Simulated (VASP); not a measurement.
# CN2O (P-42_1m) in VASP: a series of runs, part 2 of 2

VASP 6.6.1. The steps go on from the part before.

**3. Single point, PBE**

Input file INCAR:

```
ALGO     = Normal         # electronic algorithm
EDIFF    = 1E-6           # SCF threshold, eV
ENCUT    = 520            # plane-wave cutoff, eV
GGA      = PE             # functional
ISIF     = 2              # what is computed and relaxed
ISMEAR   = -1             # smearing method
LASPH    = T              # aspherical terms in the spheres
LCHARG   = F              # write CHGCAR
LREAL    = F              # projectors in reciprocal space
LWAVE    = F              # write WAVECAR
NBANDS   = 30             # bands
NELM     = 100            # most SCF steps
PREC     = Accurate       # precision mode
SIGMA    = 0.05           # smearing width, eV
```

Input file KPOINTS:

```
k-points
0
Gamma
  4 4 5
```

Input file POSCAR:

```
CN2O
1.0
    5.9351640000      0.0000000000      0.0000000000
    0.0000000000      5.9351640000      0.0000000000
    0.0000000000      0.0000000000      4.7780450000
C N O
2 4 2
Direct
    0.0000000000      0.5000000000      0.3133560000
    0.5000000000      0.0000000000      0.6866440000
    0.8573560000      0.6426440000      0.1954380000
    0.6426440000      0.1426440000      0.8045620000
    0.1426440000      0.3573560000      0.1954380000
    0.3573560000      0.8573560000      0.8045620000
    0.0000000000      0.5000000000      0.5887050000
    0.5000000000      0.0000000000      0.4112950000
```

Potentials or basis: VASP PAW PBE potentials, release 64 (C, N, O).

On the command line:

```
cat potpaw_PBE.64/C/POTCAR potpaw_PBE.64/N/POTCAR potpaw_PBE.64/O/POTCAR > POTCAR
mpirun -np 1 vasp_std > vasp.out
```

OUTCAR:

```text
EDIFF = 1E-6
   ENCUT = 520
   GGA = PE
   ISIF = 2
   ISMEAR = -1
   LASPH = T
   LREAL = F
   NELM = 100
   PREC = Accurate

 ion  position               nearest neighbor table
   1  0.000  0.500  0.313-   7 1.32   5 1.32   3 1.32
   2  0.500  0.000  0.687-   8 1.32   6 1.32   4 1.32
   3  0.857  0.643  0.195-   1 1.32
   4  0.643  0.143  0.805-   2 1.32
   5  0.143  0.357  0.195-   1 1.32
   6  0.357  0.857  0.805-   2 1.32
   7  0.000  0.500  0.589-   1 1.32
   8  0.500  0.000  0.411-   2 1.32

  LATTYP: Found a simple tetragonal cell.
 ALAT       =     5.9351640000
 C/A-ratio  =     0.8050400966

  Lattice vectors:

 A1 = (   5.9351640000,   0.0000000000,   0.0000000000)
 A2 = (   0.0000000000,   5.9351640000,   0.0000000000)
 A3 = (   0.0000000000,   0.0000000000,   4.7780450000)

Analysis of symmetry for initial positions (statically):
=====================================================================
 Subroutine PRICEL returns:
 Original cell was already a primitive cell.

 Routine SETGRP: Setting up the symmetry group for a
 simple tetragonal supercell.

 Subroutine GETGRP returns: Found  8 space group operations
 (whereof  4 operations were pure point group operations)
 out of a pool of 16 trial point group operations.

The static configuration has the point symmetry S_4 .
 The point group associated with its full space group is D_2d.

Analysis of symmetry for dynamics (positions and initial velocities):
=====================================================================
 Subroutine PRICEL returns:
 Original cell was already a primitive cell.

[... 131 lines left out ...]
   IMIX   =      4    mixing-type and parameters
     AMIX     =   0.40;   BMIX     =  1.00
     AMIX_MAG =   1.60;   BMIX_MAG =  1.00
  volume/ion in A,a.u.               =      21.04       141.98
  Fermi-wavevector in a.u.,A,eV,Ry     =   1.014043  1.916263 13.990636  1.028283
  Thomas-Fermi vector in A             =   2.147247
   LORBIT       =      0    0 simple, 1 ext, 2 COOP (PROOUT), +10 PAW based schemes
   GGA     = PE    functional components
   LHFCALC =     F    Hartree Fock is set to
   AEXX    =    0.0000 exact exchange contribution
   IVDW    =     0    specifies the selected vdW correction
   LEPSILON=     F    determine dielectric tensor
   LRPA    =     F    only Hartree local field effects (RPA)
 non-spin polarized calculation
  energy-cutoff  :      520.00
  volume of cell :      168.31
 maximum number of plane-waves:      4576
 NGX is ok and might be reduce to    48
   NGX = 23   NGY = 23   NGZ = 17

 number of electron      39.9999998 magnetization

 Free energy of the ion-electron system (eV)
  ---------------------------------------------------
  ext. energy  EPLUGINS =         0.00000000
  ---------------------------------------------------
  free energy    TOTEN  =       -48.43689571 eV

  energy without entropy =      -48.28709252  energy(sigma->0) =      -48.36199411

 E-fermi :  -3.9382     XC(G=0):  -6.5498

 val. band max:       -3.9512342214   @ k =   0.2500   0.2500   0.4000
 cond. band min:      -3.9371041731   @ k =   0.5000   0.0000   0.2000
 fundamental gap:      0.0141300484
 Fermi energy:        -3.9382465792

 k-point     1 :       0.0000    0.0000    0.0000
  band No.  band energies     occupation
      1     -23.9788      2.00000
      2     -23.9374      2.00000
      3     -19.7084      2.00000
      4     -19.6976      2.00000
      5     -18.5256      2.00000
      6     -18.5256      2.00000
[... 583 lines left out ...]
     29       6.2235      0.00000
     30       6.2235      0.00000

------------------------ aborting loop because EDIFF is reached ----------------------------------------

  FORCE on cell =-STRESS in cart. coord.  units (eV):
  Direction    XX          YY          ZZ          XY          YZ          ZX
  --------------------------------------------------------------------------------------
  -------------------------------------------------------------------------------------
  Total       -2.4084232     -2.4084232     -2.0125982      0.0000000      0.0000000      0.0000000
  in kB      -22.9259692    -22.9259692    -19.1580799      0.0000000      0.0000000      0.0000000
  external PRESSURE =     -21.6700061 kB  Pullay stress =       0.0000000 kB

 VOLUME and BASIS-vectors are now :
 -----------------------------------------------------------------------------
  energy-cutoff  :      520.00
  volume of cell :      168.31
      direct lattice vectors                 reciprocal lattice vectors
     5.935164000  0.000000000  0.000000000     0.168487341  0.000000000  0.000000000
     0.000000000  5.935164000  0.000000000     0.000000000  0.168487341  0.000000000
     0.000000000  0.000000000  4.778045000     0.000000000  0.000000000  0.209290620

 POSITION                                       TOTAL-FORCE (eV/Angst)
 -----------------------------------------------------------------------------------
      0.00000      2.96758      1.49723        -0.000000      0.000000      0.753938
      2.96758      0.00000      3.28082        -0.000000      0.000000     -0.753938
      5.08855      3.81420      0.93381         0.503415     -0.503415     -0.319754
      3.81420      0.84662      3.84423        -0.503415     -0.503415      0.319754
      0.84662      2.12097      0.93381        -0.503415      0.503415     -0.319754
      2.12097      5.08855      3.84423         0.503415      0.503415      0.319754
      0.00000      2.96758      2.81286        -0.000000      0.000000     -0.312230
      2.96758      0.00000      1.96519        -0.000000     -0.000000      0.312230
 -----------------------------------------------------------------------------------
    total drift:                                0.000000      0.000000      0.000000

  FREE ENERGIE OF THE ION-ELECTRON SYSTEM (eV)
  ---------------------------------------------------
  free  energy   TOTEN  =       -48.4368957080 eV

  energy  without entropy=      -48.2870925193  energy(sigma->0) =      -48.36199411
```

stdout:

```text
POSCAR found type information on POSCAR C N O
 POSCAR found :  3 types and       8 ions
 scaLAPACK will be used
 LDA part: xc-table for (Slater+PW92), standard interpolation
 POSCAR, INCAR and KPOINTS ok, starting setup
 FFT: planning ... GRIDC
 FFT: planning ... GRID_SOFT
 FFT: planning ... GRID
 WAVECAR not read
 entering main loop
```

Wall time 40 s (1 thread of Intel Xeon 6975P-C (Granite Rapids), shared host); peak memory 0.29 GiB.

Results:

```
Free energy            : -48.4369 eV
Pressure               : -2.2 GPa
Largest force          : 0.780 eV/Å
Band gap on the k mesh : none (metal or under the smearing width)
```

Forces in eV/Å, atoms in the order of the input:
```
C    0.000  0.000  0.754
C    0.000  0.000 -0.754
N    0.503 -0.503 -0.320
N   -0.503 -0.503  0.320
N   -0.503  0.503 -0.320
N    0.503  0.503  0.320
O    0.000  0.000 -0.312
O    0.000  0.000  0.312
```

Stress tensor (GPa, compression positive):
```
-2.29  0.00  0.00
 0.00 -2.29  0.00
 0.00  0.00 -1.92
```
